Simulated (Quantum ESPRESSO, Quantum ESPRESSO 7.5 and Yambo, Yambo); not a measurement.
## Excitons of Sb (buckled honeycomb monolayer): kernels and approximations

Aim: the absorption spectrum of Sb (buckled honeycomb monolayer) with electron-hole interaction, and what each part of the kernel does.

Method: PBE and many-body steps on it, plane waves, in Quantum ESPRESSO 7.5 and Yambo 5.3.0.

## 1. Set-up

The cell holds 2 atoms: 2 Sb. Cell: a = 4.127 Å, b = 4.127 Å, c = 14.000 Å, α = 90.0°, β = 90.0°, γ = 120.0°. Vacuum lies along c.

Structure file:

```cif
data_structure
_symmetry_space_group_name_H-M 'P 1'
_symmetry_Int_Tables_number 1
_cell_length_a 4.1272
_cell_length_b 4.1272
_cell_length_c 14.0000
_cell_angle_alpha 90.000
_cell_angle_beta 90.000
_cell_angle_gamma 120.000
_cell_volume 206.53
loop_
_atom_site_label
_atom_site_type_symbol
_atom_site_fract_x
_atom_site_fract_y
_atom_site_fract_z
_atom_site_occupancy
Sb1 Sb 0.33333 0.66667 0.44158 1
Sb2 Sb 0.66667 0.33333 0.55842 1
```

The structure was relaxed with PBE. The runs that relaxed it are not among those shown. Spin-orbit coupling is left out unless a step names it.

## 2. Empty states on the mesh, 6×6×1 mesh, 164 bands

This step: Quantum ESPRESSO 7.5; DFT, PBE, plane waves, norm-conserving pseudopotentials.

The sums over transitions need many empty states on a uniform mesh; this step solves for them.

Contents of pw.in:

```
&control
  calculation = 'nscf'
  prefix = 'x'
  outdir = 'o'
  pseudo_dir = 'pseudo'
/
&system
  ibrav = 0
  nat = 2
  ntyp = 1
  ecutwfc = 88.0
  nbnd = 164
  force_symmorphic = .true.
/
&electrons
  conv_thr = 1e-9
  electron_maxstep = 80
  diago_full_acc = .true.
  diago_thr_init = 5e-6
/
ATOMIC_SPECIES
  Sb 121.76 Sb.upf
CELL_PARAMETERS angstrom
  4.1272254436 0.0000000001 0.0000000000
  -2.0636127219 3.5742820813 0.0000000000
  0.0000000000 0.0000000000 14.0000000000
ATOMIC_POSITIONS crystal
  Sb 0.3333333333 0.6666666667 0.4415848827
  Sb 0.6666666667 0.3333333333 0.5584151173
K_POINTS automatic
  6 6 1 0 0 0
```

Run with:

```bash
> OMP_NUM_THREADS=1 mpirun -n 4 pw.x -nk 4 -in pw.in > pw.out
```

Log:

```text
Program PWSCF v.7.5 starts

     This program is part of the open-source Quantum ESPRESSO suite
     for quantum simulation of materials; please cite
         "P. Giannozzi et al., J. Phys.:Condens. Matter 21 395502 (2009);
         "P. Giannozzi et al., J. Phys.:Condens. Matter 29 465901 (2017);
         "P. Giannozzi et al., J. Chem. Phys. 152 154105 (2020);
     in publications or presentations arising from this work. More details at

     Atomic positions and unit cell read from directory:
     o/x.save/

     Message from routine setup:
[...]
22.7203  23.9099  24.0660  24.0912  24.2881  24.3844  24.5677  24.9474
     [... 9 further rows ...]
    42.7501  43.0933  43.3486  43.6521  43.8572  44.0443  44.0811  44.2107
    44.2637  44.3983  44.7511  44.7632

          k = 0.0000-0.5774 0.0000 ( 19432 PWs)   bands (ev):

     [... further k-points ...]

     highest occupied, lowest unoccupied level (ev):    -0.0917    1.2219

     XML data file, pseudopotentials, collected wavefunctions

=------------------------------------------------------------------------------=
   JOB DONE.
=------------------------------------------------------------------------------=
```

Elapsed: 52 s, on 4 MPI ranks of Arm Neoverse V2, shared host; peak memory 1.4 GiB.

This step gave:

* gap: 1.314 eV
* k of the valence top: 0, 0, 0
* k of the conduction bottom: 0, 0.3333, 0
* least direct gap: 1.578 eV
* k points computed: 7
* lowest point of the top converged band, above the valence top: 44.72 eV

On this mesh the gap is 1.314 eV.

The density comes from a self-consistent run that is not shown.

## 3. Conversion and set-up

This step: Yambo 5.3.0; conversion and set-up on PBE, plane waves, norm-conserving pseudopotentials.

The states are converted to the many-body program's format and the q mesh is built.

Run with:

```bash
> (cd o/x.save; p2y > p2y.log; mv SAVE ../..); yambo > setup.log
```

Log:

```text
 Yambo, version 5.3.0

 [02] CORE Variables Setup
 =========================

  [02.01] Unit cells
  ==================

  Cell kind             :  HCP
  Atoms in the cell     :  Sb
  number of Sb atoms    :  2

  List of atomic masses
  Mass of Sb    :  121.7600

  List of atomic coordinates    : [cc]
  Sb1       : -0.51595E-09   4.5029       11.683      order 1
  Sb2       :   3.89966   2.25147  14.77352  order 2

  Alat factors          :   7.79933   6.75441  26.45617 [a.u.]
  Direct lattice volume :   1393.71    [a.u.]
  Direct lattice vectors:  A[ 1 ]  A[ 2 ]  A[ 3 ]
[...]
BZ  Q-points                                      :   36

 K/Q-points units:
 rlu = crystal or reduced units; cc = cartesian coordinates; iku = interal k-units

 Q [1]          [rlu]:  0.000000  0.000000  0.000000
 Q [2]          [rlu]: -0.42332E-17  0.16667       0.0000
 Q [3]          [rlu]: -0.84664E-17  0.33333       0.0000
 Q [4]          [rlu]:  0.12700E-16 -0.50000       0.0000
 Q [5]          [rlu]:  0.166667  0.166667  0.000000
 Q [6]          [rlu]:  0.166667  0.333333  0.000000
 Q [7]          [rlu]:  0.333333  0.333333  0.000000

  [03.01] X indexes
  =================

   [03.01.01] Sigma indexes
   ========================

 [06] Game Over & Game summary
```

Wall time 2.3 s (1 MPI rank); peak memory 0.26 GiB.

## 4. Screening and self-energy, 6×6×1 mesh, 164 bands, screening to 142.9 eV

G0W0 replaces the xc potential by the self-energy, built once from these orbitals. Only a window of levels is corrected, while the sums run over the empty bands that the input names.

This step: G0W0 on PBE, plane waves, norm-conserving pseudopotentials.

Contents of gw1.in:

```
HF_and_locXC
gw0
dyson
ppa
em1d
rim_cut
rim_w
RandQpts= 3000000
RandGvec= 100 RL
CUTGeo= "slab z"
RandGvecW= 9 RL
EXXRLvcs= 88 Ry
VXCRLvcs= 352 Ry
Chimod= "HARTREE"
% BndsRnXp
 1 | 164 |
%
NGsBlkXp= 10.5 Ry
% LongDrXp
 1 | 1 | 0 |
%
% GbndRnge
 1 | 164 |
%
DysSolver= "n"
ExtendOut
PPAPntXp= 27.21138 eV
% QPkrange
 1 | 7 | 21 | 26 |
%
```

Run with:

```bash
> OMP_NUM_THREADS=1 mpirun -n 4 yambo -F gw1.in -J gw1 -C gw1 > gw1.log
```

Log:

```text
 Yambo, version 5.3.0

 [02] CORE Variables Setup
 =========================

  [... cell, symmetries and grids as in the set-up ...]

  [02.05] Energies & Occupations
  ==============================

  [X] === General ===
  [X] Electronic Temperature                        :  0.000000  0.000000 [eV K]
  [X] Bosonic    Temperature                        :  0.000000  0.000000 [eV K]
  [X] Finite Temperature mode                       : no
  [X] El. density                                   :  0.22273E+24 [cm-3]
[...]
Sc bands terminator                              : no
  Sx RL components                                 :  19465

  QP @ state[ 1 ] K range                          :   1   7
  QP @ state[ 1 ] b range                          :  21  26
  GF energies kind                                 : Perdew, Burke & Ernzerhof(X)+Perdew, Burke & Ernzerhof(C)
  GF WF`s kind                                     : Perdew, Burke & Ernzerhof(X)+Perdew, Burke & Ernzerhof(C)
  Xs energies kind                                 : Perdew, Burke & Ernzerhof(X)+Perdew, Burke & Ernzerhof(C)
  Xs WF`s kind                                     : Perdew, Burke & Ernzerhof(X)+Perdew, Burke & Ernzerhof(C)

 [14] Game Over & Game summary
```

It took 23 min on 4 MPI ranks; peak memory 4.1 GiB.

This step gave:

* G0W0 gap on the mesh: 2.133 eV
* starting gap on the mesh: 1.314 eV
* k of the valence top: 0, 0, 0
* k of the conduction bottom: 0, 0.3333, 0
* least direct G0W0 gap on the computed points: 2.621 eV

The gap on the mesh goes from 1.31 eV to 2.13 eV, a correction of +0.82 eV.

The gap opens by 0.820 eV; the next steps shift the empty bands rigidly by 1.043 eV, the correction at the start's least direct gap.

## 5. Excitons

Light makes an electron and a hole together. The Bethe-Salpeter equation adds their screened attraction and their exchange, in a window of bands around the gap.

This step: Bethe-Salpeter equation on PBE with a scissors shift, plane waves, norm-conserving pseudopotentials.

Contents of bse2.in:

```
optics
bss
bse
em1s
dipoles
rim_cut
rim_w
RandQpts= 3000000
RandGvec= 100 RL
CUTGeo= "slab z"
RandGvecW= 9 RL
Chimod= "HARTREE"
BSKmod= "SEX"
BSEmod= "resonant"
BSSmod= "d"
BSENGexx= 30 Ry
BSENGBlk= 6 Ry
% BSEQptR
 1 | 1 |
%
% BSEBands
 21 | 29 |
%
% BEnRange
 0 | 8 | eV
%
% BDmRange
 0.1 | 0.1 | eV
%
BEnSteps= 161
% BLongDir
 1 | 0 | 0 |
%
% BndsRnXs
 1 | 88 |
%
NGsBlkXs= 6 Ry
% LongDrXs
 1 | 1 | 0 |
%
% KfnQP_E
 1.043 | 1.0 | 1.0 |
%
WRbsWF
```

Run with:

```bash
> OMP_NUM_THREADS=1 mpirun -n 4 yambo -F bse2.in -J bse2 -C bse2 > bse2.log
```

Log:

```text
 Yambo, version 5.3.0

 [02] CORE Variables Setup
 =========================

  [... cell, symmetries and grids as in the set-up ...]

  [02.05] Energies & Occupations
  ==============================

  [X] === General ===
  [X] Electronic Temperature                        :  0.000000  0.000000 [eV K]
  [X] Bosonic    Temperature                        :  0.000000  0.000000 [eV K]
  [X] Finite Temperature mode                       : no
  [X] El. density                                   :  0.22273E+24 [cm-3]
  [X] Fermi Level                                   : -0.091652 [eV]

  [X] === Gaps and Widths ===
  [X] Conduction Band Min                           :  1.313505 [eV]
  [X] Valence Band Max                              :  0.000000 [eV]
  [X] Filled Bands                                  :  23
  [X] Empty Bands                                   :   24  164
  [X] Direct Gap                                    :  1.577658 [eV]
  [X] Direct Gap localized at k                     :  1
  [X] Indirect Gap                                  :  1.313505 [eV]
  [X] Indirect Gap between kpts                     :  1  3
  [X] Last valence band width                       :  1.770320 [eV]
  [X] 1st conduction band width                     :  0.892837 [eV]

 [03] Transferred momenta grid and indexing
 ==========================================

 [BZ sampling] Q-grid is User defined and/or read from the database

 IBZ Q-points                                      :   7
 BZ  Q-points                                      :   36

 K/Q-points units:
 rlu = crystal or reduced units; cc = cartesian coordinates; iku = interal k-units

 Q [1]          [rlu]:  0.000000  0.000000  0.000000
 Q [2]          [rlu]: -0.42332E-17  0.16667       0.0000
 Q [3]          [rlu]: -0.84664E-17  0.33333       0.0000
 Q [4]          [rlu]:  0.12700E-16 -0.50000       0.0000
 Q [5]          [rlu]:  0.166667  0.166667  0.000000
 Q [6]          [rlu]:  0.166667  0.333333  0.000000
 Q [7]          [rlu]:  0.333333  0.333333  0.000000

  [03.01] X + BSE indexes
  =======================

   [03.01.01] Sigma indexes
   ========================

 [04] Coloumb potential Random Integration (RIM)
 ===============================================

 Performing RIM of v_slab

  [04.01] RIM initialization
  ==========================

  * Diagonal components only detected *

  8 x (sBL volume)        :  0.039551 [a.u.]
  sBZ random points       :  3000000
  Points outside the sBZ  :  24000829
  RL volume               :  0.177979 [a.u.]
  Integrated volume       :  0.177973 [a.u.]

  [04.02] RIM integrals
  =====================

  Gamma point sphere radius             :  0.036404 [a.u.]
  Points outside the sphere             :  2398884
  [Int_sBZ(q=0) 1/q^2]*(Vol_sBZ)^(-1/3) =:  7.385819
                                 should be <:  7.795600

  Summary of Coulomb integrals for non-metallic bands |Q|[au] RIM/Bare

  Q [1] 0.100000E-4 0.947434 * Q [2] 0.155039 0.953725
  Q [5] 0.268535 1.010255 * Q [3] 0.310078 1.014225
  Q [6] 0.410195 1.014662 * Q [4] 0.465117 1.013136
  Q [7] 0.537071 1.010659
  Non-periodic chartesian directions : none
  Optical renormalization            :  26.45617 [au]
  Polarizability dimension           : length

 [05] Coloumb potential CutOffslab
 =================================

 Cut directionsZ
 Slab Cutoff:Z
 Symmetry test passed : yes

 [WARNING] [Xs] User bands 1-88 break level degeneracy

 [06] External/Internal QP corrections
 =====================================

 [QP_apply] Action to be applied: USER defined scissor

  [06.01]  QP corrections report
  ==============================

  [K+QP] === General ===
  [K+QP] Electronic Temperature                     :  0.000000  0.000000 [eV K]
  [K+QP] Bosonic    Temperature                     :  0.000000  0.000000 [eV K]
  [K+QP] Finite Temperature mode                    : no
  [K+QP] El. density                                :  0.22273E+24 [cm-3]
  [K+QP] Fermi Level                                :  0.000000 [eV]

[...]
=============================

 [WR./bse2//ndb.em1s]------------------------------------------------------------
  Brillouin Zone Q/K grids (IBZ/BZ)                :    7   36    7   36
  RL vectors                                       :  22895 [WF]
  Coulomb cutoff potential                         : slab z
  Electronic Temperature                           :  0.000000 [K]
  Bosonic    Temperature                           :  0.000000 [K]
  Static diel. fun.  energies                      : Perdew, Burke & Ernzerhof(X)+Perdew, Burke & Ernzerhof(C)
  wavefunctions                                    : Perdew, Burke & Ernzerhof(X)+Perdew, Burke & Ernzerhof(C)
  Global Gauge                                     : length
  X matrix size                                    :  315
  X band range                                     :    1   88
  X e/h energy range                               : -1.000000 -1.000000 [eV]
  X Time ordering                                  : T
  X Hxc Kernel                                     : HARTREE
  X Drude frequency                                :  0.000000  0.000000
  X poles                                          :  100.0000 [o/o]
  RL vectors in the sum                            :  22895
  [r,Vnl] included                                 : yes
  Field direction                                  :  0.707107E-5  0.707107E-5   0.00000
  BZ energy Double Grid                            : no
  BZ energy DbGd points                            : 0
  BZ Q point size factor                           : -1.000000
  X Optical Averaged directions                    : none

 [09] Bethe Salpeter Equation driver
 ===================================

 [WARNING] Coulomb cutoff at q=0. Default/Suggested Lkind= bar

  [09.01] Bethe Salpeter Equation @q1
  ===================================

   [09.01.01] Transition pre-analysis @q1
   ======================================

   [09.01.02] Transition Groups build-up @q1
   =========================================

   [BSK] Transition groups (total):  14
   [BSK] Size (resonant):   648
   [BSK]         (total):   648
   [BSK] N. of matrices :  1

   [09.01.03] Loading Dipoles @q1
   ==============================

   [09.01.04] Independent Particles properties @q1
   ===============================================

   Optical renormalization       :  26.45617 [a.u.]
   Polarizability dimension      : length

   ==========================================================

   [BSE] Exchange components :   3875
   [BSE] Correlation components :   315  1523

    [09.01.05.01] RIM-W interpolation
    =================================

    [WARNING] RIM-W works only for 2D semiconductors with slab cutoff
    Found compatible q grid: 2D
    q_min[ 1 ]:  0.16667      0.25476E-11   0.0000     [rlu]
     0.166667  0.083333  0.000000 [iku]
    q_min[ 2 ]:  0.42332E-17  0.16667       0.0000     [rlu]
    -0.46629E-11  0.16667       0.0000     [iku]
    G-vectors :  13
    G-vectors loaded:  139
    Number of interpolated frequencies:  1

    Evaluating coefficients q = 0

    [09.01.05.02] RIM-W integrals
    =============================

    8 x (sBL volume)        :  0.039551 [a.u.]
    sBZ random points       :  3000000
    Points outside the sBZ  :  24000829
    RL volume               :  0.177979 [a.u.]
    Integrated volume       :  0.177973 [a.u.]

    [09.01.05.03] RIM integrals
    ===========================

    Comparison between head Wc = W - v averages: < Wc > [au] RIM-W/RIM

     < -Wc [Q = 1] > 0.345405E-1 0.527435E-4 * < -Wc [Q = 2] > 0.005603 0.005451
     < -Wc [Q = 3] > 0.001109 0.001089 * < -Wc [Q = 4] > 0.380037E-3 0.375885E-3
     < -Wc [Q = 5] > 0.001606 0.001575 * < -Wc [Q = 6] > 0.542904E-3 0.537712E-3
     < -Wc [Q = 7] > 0.256002E-3 0.254405E-3

    Comparison between head Wc = W - v averages: < Wc > [au] RIM-W/RIM

     < -Wc [G = 1,G`=0] > 0.345405E-1 0.527435E-4 * < -Wc [G = 2,G`=0] >-0.001567 0.000000
     < -Wc [G = 3,G`=0] >-0.001567 0.000000 * < -Wc [G = 4,G`=0] > 0.196274E-4  0.00000
     < -Wc [G = 5,G`=0] > 0.196132E-4  0.00000 * < -Wc [G = 6,G`=0] > 0.688211E-4  0.00000
     < -Wc [G = 7,G`=0] > 0.688380E-4  0.00000 * < -Wc [G = 8,G`=0] >-0.477432E-5  0.00000
     < -Wc [G = 9,G`=0] >-0.526575E-5  0.00000 * < -Wc [G = 10,G`=0] >-0.476049E-5  0.00000
     < -Wc [G = 11,G`=0] >-0.495250E-5  0.00000 * < -Wc [G = 12,G`=0] >-0.523084E-5  0.00000
     < -Wc [G = 13,G`=0] >-0.492963E-5  0.00000

    [09.01.05.04] Screened interaction header I/O
    =============================================

    [09.01.05.05] Main kernel loop
    ==============================

    [09.01.05.06] Wave-Function Phases
    ==================================

    [BSE] WF phases found       :  76.45503 [o/o]

   [09.01.06] BSE solver(s) @q1
   ============================

   [09.01.07] Diago Solver @q1
   ===========================

 [12] Game Over & Game summary
```

Wall time 1.8 min (4 MPI ranks); peak memory 2.6 GiB.

Numbers from this step:

| Property | Result |
| --- | --- |
| transitions in the window | 648 |
| direct gap of the transition levels | 2.621 eV |
| lowest state | 1.822 eV |
| first strong exciton (over a fiftieth of the strongest listed) | 1.822 eV |
| binding of the lowest state below the direct gap | 0.7984 eV |

The lowest state lies at 1.822 eV, 0.798 eV under the direct gap.

Lines within 3 meV are set at the lowest of them, and the highest group, which the list may cut short, is left out. Exciton lines, with heights relative to the strongest:

```tsv
position (eV)	lines merged	strength, relative
1.822	2	80
2.335	2	28
2.384	2	0.0
2.391	1	0.0
2.413	1	0.0
2.425	1	0.0
2.489	1	0.0
2.513	2	4.1
2.529	1	5.5
2.547	2	100
2.569	2	5.7
2.579	2	0.0
2.596	2	0.0
```

The Im polarisability of the sheet has structure finer than the step of the table below, so its rows give means over 0.2 eV, whole bins alone (the curve runs from 0 to 8 eV). Peaks (eV: height): BSE 1.80: 39.0, 2.55: 61.5, 3.40: 30.5; no electron-hole interaction 2.60: 27.3, 3.35: 45.7, 3.60: 37.7, 4.30: 34.3, 5.40: 12.1.

Sheet polarisability (bohr); field along x; broadening 0.1 eV; transition window only. Limits: finite bands, cutoff and mesh; no spin-orbit coupling; exciton not shown settled in the k mesh. Im polarisability of the sheet against photon energy; means over each step:

```tsv
photon energy (eV)	BSE	no electron-hole interaction
0.2	0.360	0.166
0.4	0.442	0.189
0.6	0.560	0.218
0.8	0.738	0.255
1.0	1.03	0.302
1.2	1.60	0.366
1.4	2.99	0.456
1.6	8.81	0.590
1.8	31.6	0.808
2.0	14.9	1.22
2.2	14.0	2.20
2.4	33.1	6.29
2.6	46.0	22.1
2.8	22.6	10.1
3.0	15.9	7.64
3.2	11.7	19.9
3.4	25.6	39.7
3.6	11.6	33.5
3.8	4.98	20.7
4.0	6.45	11.3
4.2	6.68	25.2
4.4	4.47	20.7
4.6	8.41	7.35
4.8	5.59	8.99
5.0	3.50	8.72
5.2	3.62	5.82
5.4	2.71	10.2
5.6	2.40	6.81
5.8	2.22	4.18
6.0	1.85	5.71
6.2	1.06	5.37
6.4	1.09	3.82
6.6	1.66	3.28
6.8	3.66	2.48
7.0	3.02	1.17
7.2	2.22	1.18
7.4	1.16	1.89
7.6	0.683	3.22
7.8	0.838	3.58
```

(Part 1 of 3 ends here.)

[Paths, hosts, dates, memory and timing lines, banners, echoed tables and standing remarks are left out of the program output.]

[Logs are printed without paths, hosts, clocks, repeated set-up lines and the standing remarks that a program may print on its own settings, such as how far it seeks lower states.]

[Runs of the session that timed out or met a known fault of the program may be left out.]

[Hosts, paths, dates, database ids (printed as entryN), source tags and the programs' standing remarks are cut or masked in the printed files.]
